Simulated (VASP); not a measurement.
Here is a VASP 6.6.1 calculation.

INCAR

```
SYSTEM = AgCl
PREC     = Accurate       ! precision mode
ENCUT    = 520            ! plane-wave cutoff, eV
EDIFF    = 1E-7           ! SCF threshold, eV
ISMEAR   = -1             ! smearing method
SIGMA    = 0.05           ! smearing width, eV
LREAL    = .FALSE.        ! projectors in reciprocal space
LASPH    = .TRUE.         ! aspherical terms in the spheres
NELM     = 60             ! most SCF steps
ALGO     = Normal         ! electronic algorithm
ISIF     = 2              ! what is computed and relaxed
LWAVE    = .FALSE.        ! write WAVECAR
LCHARG   = .TRUE.         ! write CHGCAR
GGA      = PS             ! functional
LELF     = .TRUE.         ! ELF
LVHAR    = .TRUE.       
NBANDS   = 16             ! bands
```

KPOINTS

```
Automatic mesh
0
G
  8 8 8
  0 0 0
```

Contents of POSCAR:

```
AgCl
1.0
    0.0000000000      2.7350000000      2.7350000000
    2.7350000000      0.0000000000      2.7350000000
    2.7350000000      2.7350000000      0.0000000000
Ag Cl
1 1
Direct
    0.0000000000      0.0000000000      0.0000000000
    0.5000000000      0.5000000000      0.5000000000
```

Potentials or basis: VASP PAW PBE potentials, release 64 (Ag, Cl).

The run is started by

```sh
$ cat potpaw_PBE.64/Ag/POTCAR potpaw_PBE.64/Cl/POTCAR > POTCAR
$ mpirun -np 1 vasp_std > vasp.out
```

(1) Estimate the band gap on the k mesh.

(2) What does it give for the pressure?

Results:

(1) 0.72 eV, indirect (least direct gap 3.18 eV).

(2) -0.8 GPa.

Caveat: the PAW data sets were made with another functional, which shifts forces and pressure a little.

**The experiment to reproduce.**

A printed reference work, data compilation reports, for a bulk crystal of AgCl: band gap 3.249 eV (indirect).

A measured gap of AgCl is 3.249 eV (indirect; a printed reference work, data compilation); the calculated 0.72 eV misses it by -2.53 eV. So large a miss can be the level of theory's own, or it may mean another phase, state or a wrong row. Spin-orbit coupling on Ag is left out. The value is that of PBEsol on a finite k mesh, which can miss the band edges, without temperature or zero-point motion. Semilocal functionals fall short of measured gaps as a rule.
